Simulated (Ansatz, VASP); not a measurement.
Al: VASP beside Ansatz

Contents of INCAR:

```
PREC     = Accurate       # precision mode
ENCUT    = 520            # plane-wave cutoff, eV
EDIFF    = 1E-6           # SCF threshold, eV
ISMEAR   = -1             # smearing method
SIGMA    = 0.08           # smearing width, eV
LREAL    = F              # projectors in reciprocal space
LASPH    = T              # aspherical terms in the spheres
NELM     = 80             # most SCF steps
ALGO     = Normal         # electronic algorithm
ISIF     = 2              # what is computed and relaxed
LWAVE    = F              # write WAVECAR
LCHARG   = T              # write CHGCAR
GGA      = PS             # functional
LELF     = T              # ELF
LVHAR    = T            
NBANDS   = 8              # bands
```

KPOINTS

```
Automatic mesh
0
Gamma
  18 18 18
```

Contents of POSCAR:

```
Al
1.0
    0.0000000000      1.7995474792      1.7995474792
    1.7995474792      0.0000000000      1.7995474792
    1.7995474792      1.7995474792      0.0000000000
Al
1
Direct
    0.0000000000      0.0000000000      0.0000000000
```

Input for Ansatz:

```yaml
crystal:
  lattice:
    - [0.0, 1.7995474792, 1.7995474792]
    - [1.7995474792, 0.0, 1.7995474792]
    - [1.7995474792, 1.7995474792, 0.0]
  atoms:
    - { symbol: Al, position: [0.0, 0.0, 0.0] }
kpoints:
  mp_grid: { grid: [18, 18, 18] }
scf:
  occupations: { method: fermi_dirac, width: 0.08 }
hamiltonian:
  xc: pbesol
  pseudopotentials: { kind: all_electron, lapw: { basis_error: 0.001 } }
output:
  forces: true
  stress: true
  eigenvalues: true
  populations: true
```

Change from the starting cell: volume scaled by 0.72, LAPW.

Alike in both runs: task single point; functional PBEsol; k mesh 18 × 18 × 18; occupations fermi-dirac, width 0.08 eV; no spin polarisation.

|  | VASP | Ansatz |
| --- | --- | --- |
| version | VASP 6.6.1 | Ansatz 0.2.0 |
| potentials or method | VASP PAW PBE potentials, release 64 (Al) | all-electron LAPW, scalar-relativistic |
| plane-wave cutoff (eV) | 520 | see its input |

```csv
,VASP,Ansatz,Ansatz less VASP
pressure (GPa),55.5,54.8,-0.71
```

Ansatz ran all-electron here, so the differences hold the error of VASP's frozen core and of both bases.

Caveats: so large a pressure means that the cell lies far from this level's equilibrium, or that cutoff or potentials fall short (VASP); the potentials were made for another functional, which shifts forces and pressure (VASP).
